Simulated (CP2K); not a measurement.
# GaN (P6_3mc) in CP2K: notebook, part 2 of 2

CP2K 2026.2. Earlier steps stand in the parts before.

**3. Band structure, PBE, spin-orbit coupling, no magnetisation**

Input file gan_bands.inp:

```
&GLOBAL
  PROJECT gan_bands
  RUN_TYPE ENERGY_FORCE
  PRINT_LEVEL LOW
&END GLOBAL
&FORCE_EVAL
  METHOD QS
  STRESS_TENSOR ANALYTICAL
  &DFT
    BASIS_SET_FILE_NAME BASIS_MOLOPT
    POTENTIAL_FILE_NAME GTH_SOC_POTENTIALS
    &MGRID
      CUTOFF 450
      REL_CUTOFF 60
      NGRIDS 5
    &END MGRID
    &QS
      METHOD GPW
      EPS_DEFAULT 1.0E-9
    &END QS
    &KPOINTS
      SCHEME MONKHORST-PACK 10 10 5
      GAMMA_CENTERED T
    &END KPOINTS
    &SCF
      SCF_GUESS ATOMIC
      EPS_SCF 1.0E-6
      MAX_SCF 100
      ADDED_MOS 14
      CHOLESKY OFF
      EPS_EIGVAL 1.0E-7
      &DIAGONALIZATION ON
        ALGORITHM STANDARD
      &END DIAGONALIZATION
      &MIXING ON
        METHOD BROYDEN_MIXING
        ALPHA 0.4
        BETA 1.5
        NBUFFER 8
      &END MIXING
      &SMEAR ON
        METHOD FERMI_DIRAC
        ELECTRONIC_TEMPERATURE [K] 580.226
      &END SMEAR
    &END SCF
    &XC
      &XC_FUNCTIONAL PBE
      &END XC_FUNCTIONAL
    &END XC
    &PRINT
      &KPOINTS ON
      &END KPOINTS
      &MULLIKEN ON
      &END MULLIKEN
      &MO ON
        ENERGIES T
        OCCUPATION_NUMBERS T
        &EACH
          QS_SCF 0
        &END EACH
        ADD_LAST NUMERIC
      &END MO
      &LOWDIN ON
      &END LOWDIN
      &HIRSHFELD ON
        SHAPE_FUNCTION DENSITY
      &END HIRSHFELD
    &END PRINT
  &END DFT
  &PROPERTIES
    &BANDSTRUCTURE ON
      &BANDSTRUCTURE_PATH
        NPOINTS 6
        SPECIAL_POINT GAMMA 0.00000000 0.00000000 0.00000000
        SPECIAL_POINT M 0.50000000 0.00000000 0.00000000
        SPECIAL_POINT K 0.33333333 0.33333333 0.00000000
        SPECIAL_POINT GAMMA 0.00000000 0.00000000 0.00000000
        SPECIAL_POINT A 0.00000000 0.00000000 0.50000000
        SPECIAL_POINT L 0.50000000 0.00000000 0.50000000
        SPECIAL_POINT H 0.33333333 0.33333333 0.50000000
        SPECIAL_POINT A 0.00000000 0.00000000 0.50000000
      &END BANDSTRUCTURE_PATH
      &SOC ON
      &END SOC
    &END BANDSTRUCTURE
  &END PROPERTIES
  &SUBSYS
    &CELL
      A 3.1800000000 0.0000000000 0.0000000000
      B -1.5900000000 2.7539607840 0.0000000000
      C 0.0000000000 0.0000000000 5.1660000000
      PERIODIC XYZ
    &END CELL
    &COORD
      SCALED
      Ga  0.6666666667 0.3333333333 0.5000000000
      Ga  0.3333333333 0.6666666667 0.0000000000
      N   0.6666666667 0.3333333333 0.8750000000
      N   0.3333333333 0.6666666667 0.3750000000
    &END COORD
    &KIND Ga
      BASIS_SET DZVP-MOLOPT-SR-GTH-q13
      POTENTIAL GTH-PBE-q13
    &END KIND
    &KIND N
      BASIS_SET DZVP-MOLOPT-SR-GTH-q5
      POTENTIAL GTH-PBE-q5
    &END KIND
    &PRINT
      &ATOMIC_COORDINATES ON
      &END ATOMIC_COORDINATES
      &CELL ON
      &END CELL
    &END PRINT
  &END SUBSYS
  &PRINT
    &FORCES ON
    &END FORCES
    &STRESS_TENSOR ON
    &END STRESS_TENSOR
  &END PRINT
&END FORCE_EVAL
```

Potentials or basis: GTH_SOC_POTENTIALS Ga GTH-PBE-q13, N GTH-PBE-q5; DZVP-MOLOPT-SR-GTH basis.

On the command line:

```sh
OMP_NUM_THREADS=1 cp2k.psmp -i gan_bands.inp -o gan_bands.out
```

gan_bands.out:

```text

 CP2K| version string:                                       CP2K version 2026.2
 CP2K| Input file name                                             gan_bands.inp

 GLOBAL| Force Environment number                                              1
 GLOBAL| Basis set file name                                        BASIS_MOLOPT
 GLOBAL| Potential file name                                  GTH_SOC_POTENTIALS
 GLOBAL| MM Potential file name                                     MM_POTENTIAL
 GLOBAL| Coordinate file name                                      __STD_INPUT__
 GLOBAL| Method name                                                        CP2K
 GLOBAL| Project name                                                  gan_bands
 GLOBAL| Run type                                                   ENERGY_FORCE
 GLOBAL| FFT library                                                       FFTW3
[... 8 lines left out ...]
 GLOBAL| CPU model name                                                  UNKNOWN

 CELL| Volume [angstrom^3]:                                            45.241737
 CELL| Vector a [angstrom]:       3.180     0.000     0.000   |a| =     3.180000
 CELL| Vector b [angstrom]:      -1.590     2.754     0.000   |b| =     3.180000
 CELL| Vector c [angstrom]:       0.000     0.000     5.166   |c| =     5.166000
 CELL| Angle (b,c), alpha [degree]:                                    90.000000
 CELL| Angle (a,c), beta  [degree]:                                    90.000000
 CELL| Angle (a,b), gamma [degree]:                                   120.000000
 CELL| Numerically orthorhombic:                                              NO
 CELL| Periodicity                                                           XYZ

[... 758 lines left out ...]
 Number of cells considered in the DFT calculation                           343
 Number of cells for G, χ, W, Σ                                              405
 Number of special k-points for the bandstructure                              8
 Number of k-points for the bandstructure                                    543

 SOC requested, SOC energy window occ (eV):                            no window
 SOC requested, SOC energy window virt (eV):                           no window

 SCF valence band maximum (eV):                                            6.136
 SCF conduction band minimum (eV):                                         8.087
 SCF indirect band gap (eV):                                               1.952
 SCF direct band gap (eV):                                                 1.952

 SCF+SOC valence band maximum (eV):                                        6.140
 SCF+SOC conduction band minimum (eV):                                     8.087
 SCF+SOC indirect band gap (eV):                                           1.948
 SCF+SOC direct band gap (eV):                                             1.948

 ENERGY| Total FORCE_EVAL ( QS ) energy [hartree]           -169.138810233945748

 FORCES| Atomic forces [hartree/bohr]
 FORCES|   Atom     x               y               z               |f|
 FORCES|      1  9.97321286E-06 -5.76455946E-06 -2.01733027E-03   2.01736316E-03
 FORCES|      2 -9.97321474E-06  5.75096055E-06 -2.01733838E-03   2.01737123E-03
 FORCES|      3  1.93355784E-05 -1.11636561E-05  2.53944172E-03   2.53953987E-03
 FORCES|      4 -1.93355789E-05  1.11769028E-05  2.53944671E-03   2.53954492E-03
 FORCES| Sum    -2.42588186E-12 -3.52213942E-10  1.04421978E-03
 FORCES| Total atomic force                                       1.04421978E-03

 STRESS| Analytical stress tensor [bar]
 STRESS|                        x                   y                   z
 STRESS|      x        8.97297992974E+04  -4.45469197908E+02  -9.13868847855E-06
 STRESS|      y       -4.45469197908E+02   8.92146700116E+04  -4.05694416744E-02
 STRESS|      z       -9.13868847855E-06  -4.05694416744E-02   1.13694214371E+05
 STRESS| 1/3 Trace                                             9.75462278934E+04
 STRESS| Determinant                                           9.10124004208E+14

 STRESS| Eigenvectors and eigenvalues of the analytical stress tensor [bar]
 STRESS|                        1                   2                   3
 STRESS| Eigenvalues   8.89576645896E+04   8.99868047192E+04   1.13694214371E+05
 STRESS|      x           0.499728232787      0.866182251813      0.000000030436
 STRESS|      y           0.866182251812     -0.499728232787     -0.000001657833
 STRESS|      z           0.000001420776     -0.000000854829      0.999999999999
```

bandstructure_SCF_and_G0W0_plus_SOC:

```text
 
  kpoint:       1             coordinate:     0.0000    0.0000    0.0000
 
    n           k    ϵ_nk^DFT+SOC (eV)
    1 (occ)     1          -9.963
    2 (occ)     1          -9.963
    3 (occ)     1          -9.081
    4 (occ)     1          -9.081
    5 (occ)     1          -7.697
    6 (occ)     1          -7.697
[... 28 lines left out ...]
   35 (occ)     1           6.140
   36 (occ)     1           6.140
   37 (vir)     1           8.087
   38 (vir)     1           8.087
   39 (vir)     1          10.421
   40 (vir)     1          10.421
   41 (vir)     1          15.478
   42 (vir)     1          15.478
[... 1668 lines left out ...]
  151 (vir)    11         259.233
  152 (vir)    11         259.240
 
  kpoint:      12             coordinate:     0.3611    0.2778    0.0000
 
    n           k    ϵ_nk^DFT+SOC (eV)
    1 (occ)    12          -9.014
    2 (occ)    12          -9.013
    3 (occ)    12          -8.975
    4 (occ)    12          -8.892
    5 (occ)    12          -7.660
    6 (occ)    12          -7.648
[... 28 lines left out ...]
   35 (occ)    12           3.490
   36 (occ)    12           3.502
   37 (vir)    12          11.465
   38 (vir)    12          11.467
   39 (vir)    12          13.721
   40 (vir)    12          13.721
   41 (vir)    12          14.129
   42 (vir)    12          14.132
   43 (vir)    12          14.567
   44 (vir)    12          14.567
   45 (vir)    12          16.154
   46 (vir)    12          16.189
   47 (vir)    12          16.408
   48 (vir)    12          16.422
   49 (vir)    12          18.841
   50 (vir)    12          18.986
   51 (vir)    12          19.298
   52 (vir)    12
```

Run time: 1.9 min. Hardware: 1 thread of Arm Neoverse V1, shared host; peak memory 0.79 GiB.

Results:

- Free energy: -4602.5011 eV
- Pressure: 9.8 GPa
- Band gap along the path: 1.95 eV, direct
- Mulliken charges: Ga +0.55; N -0.55 e
- Hirshfeld charges: Ga +0.36; N -0.36 e

Stress tensor (GPa, compression positive):
```
 8.97 -0.04  0.00
-0.04  8.92  0.00
 0.00  0.00 11.37
```

Caveat: Mulliken charges move with the basis; the basis of atomic orbitals isn't converged, which shifts pressures, moduli and gaps.

**4. Against experiment**

Step 2. A measured gap of GaN is 3.503 eV (direct; quoted in “Studying electronic properties in GaN without electrical contacts using γ-γ vs e−-γ Perturbed Angular Correlations”, 2019, pmc:6823545); the calculated 1.95 eV misses it by -1.55 eV. Spin-orbit coupling on Ga is left out. The value is that of PBE in an atomic basis (GTH_POTENTIALS Ga GTH-PBE-q13, N GTH-PBE-q5; DZVP-MOLOPT-SR-GTH basis), whose error adds to the functional's,, without temperature or zero-point motion. Semilocal functionals fall short of measured gaps as a rule.

Step 3. A measured gap of GaN is 3.503 eV (direct; quoted in “Studying electronic properties in GaN without electrical contacts using γ-γ vs e−-γ Perturbed Angular Correlations”, 2019, pmc:6823545); the calculated 1.95 eV misses it by -1.56 eV. The value is that of PBE in an atomic basis (GTH_SOC_POTENTIALS Ga GTH-PBE-q13, N GTH-PBE-q5; DZVP-MOLOPT-SR-GTH basis), whose error adds to the functional's,, without temperature or zero-point motion. Semilocal functionals fall short of measured gaps as a rule.
